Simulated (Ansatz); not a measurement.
W:

```xyz
1
Lattice="-1.5823 1.5823 1.5823 1.5823 -1.5823 1.5823 1.5823 1.5823 -1.5823" Properties=species:S:1:pos:R:3 pbc="T T T"
W     0.0000    0.0000    0.0000
```

Base run:

* Program: Ansatz 0.2.0
* Functional: LDA
* Potentials or basis: Ansatz PAW
* Cutoff: 420 eV (not typed: the program's choice for these potentials)
* k mesh: 12 × 12 × 12
* Occupations: fermi-dirac, width 0.05 eV
* Spin: no spin polarisation

Its results: band gap on the k mesh none (metal or under the smearing width); pressure -8.9 GPa.

Question: After a change of settings the same cell gave: band gap on the k mesh none (metal or under the smearing width); pressure 5.8 GPa. Which change was it?
A. functional from LDA to PBE
B. functional from LDA to r2SCANh; cutoff from 420 eV (not typed: the program's choice for these potentials) to 500 eV (not typed: the program's choice for these potentials); k mesh from 12 × 12 × 12 to 6 × 6 × 6
C. functional from LDA to r2SCAN0; cutoff from 420 eV (not typed: the program's choice for these potentials) to 500 eV (not typed: the program's choice for these potentials); k mesh from 12 × 12 × 12 to 6 × 6 × 6

Answer: A.

PBE binds less tightly than LDA, so the same cell stands under more pressure.

Caveats: spin-orbit coupling is left out, which moves the levels of the heavy elements; the PAW data sets come from PBE, with cores solved anew for the run's functional, which leaves a small shift of forces and pressure (some runs).
